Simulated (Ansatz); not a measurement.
# Al: the cost of one run

Program: Ansatz 0.2.0. Level of theory: DFT PBE, scalar-relativistic, plane waves, PAW. These are calculated values, not measurements.

2 further runs of the same task are left out: 2 set aside as unsound or not needed.

## (1) The starting structure

The structure is cubic, space group Fm-3m (No. 225). Conventional cell: a = 4.041 Å, b = 4.041 Å, c = 4.041 Å, α = 90.00°, β = 90.00°, γ = 90.00°. Around Al (site symmetry m-3m) lie 12 Al at 2.86 Å.

Structure file:

```cif
data_structure
_symmetry_space_group_name_H-M 'P 1'
_symmetry_Int_Tables_number 1
_cell_length_a 2.8577
_cell_length_b 2.8577
_cell_length_c 2.8577
_cell_angle_alpha 60.000
_cell_angle_beta 60.000
_cell_angle_gamma 60.000
_cell_volume 16.50
loop_
_atom_site_label
_atom_site_type_symbol
_atom_site_fract_x
_atom_site_fract_y
_atom_site_fract_z
_atom_site_occupancy
Al1 Al 0.00000 0.00000 0.00000 1
```

This cell was relaxed beforehand with the same method: volume 16.50 Å³/atom, gap on the mesh none (metal).

## (2) Electronic structure at the relaxed geometry

input.yaml reads:

```yaml
crystal:
  lattice:
    - [0.0, 2.0207284184, 2.0207284184]
    - [2.0207284184, 0.0, 2.0207284184]
    - [2.0207284184, 2.0207284184, 0.0]
  atoms:
    - { symbol: Al, position: [0.0, 0.0, 0.0] }
basis:
  ecutwfc: 420
kpoints:
  mp_grid: { grid: [18, 18, 18] }
  band_path:
    path:
      - [[0.0, 0.0, 0.0], [0.5, 0.0, 0.5], [0.625, 0.25, 0.625]]
      - [[0.375, 0.375, 0.75], [0.0, 0.0, 0.0], [0.5, 0.5, 0.5], [0.5, 0.25, 0.75], [0.5, 0.0, 0.5]]
    npoints: 14
hamiltonian:
  xc: pbe
scf:
  occupations: { method: gaussian, width: 0.1 }
  n_extra_bands: 6
output:
  forces: true
  stress: true
  eigenvalues: true
  populations: true
  dos: { projected: true, de: 0.02, nscf_kmesh: { grid: [27, 27, 27] } }
  bader: true
```

Started as:

```bash
> ansatz run input.yaml --threads 1 --pin off --max-ram 2560MiB --backend cpu --events-out ev --progress --plain --runs-dir out
```

Q: Estimate wall time and peak memory on 1 thread of Arm Neoverse V1, shared host.

About 7.1 s, with a peak of 0.28 GiB.
